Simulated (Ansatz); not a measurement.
SnO2 (space group P4_2/mnm) relaxed with several functionals in Ansatz (plane waves to 420 eV, scalar-relativistic PAW, no spin-orbit coupling, symmetry kept). The database cell has 11.92 Å³/atom; its temperature or method isn't stated, so the comparison with it is no error of the functional. No moments.

| functional | conventional cell | V (Å³/atom) | against the database cell (%) | gap on mesh (eV) | largest moment (μB) |
| --- | --- | --- | --- | --- | --- |
| PBE | a = 4.827 Å, b = 4.827 Å, c = 3.238 Å, α = 90.00°, β = 90.00°, γ = 90.00° | 12.58 | 5.5 | 0.68 | 0.00 |
| LDA | a = 4.722 Å, b = 4.722 Å, c = 3.190 Å, α = 90.00°, β = 90.00°, γ = 90.00° | 11.86 | -0.5 | 1.16 | 0.00 |
| PBE+D3(BJ) | a = 4.794 Å, b = 4.794 Å, c = 3.230 Å, α = 90.00°, β = 90.00°, γ = 90.00° | 12.37 | 3.8 | 0.84 | 0.00 |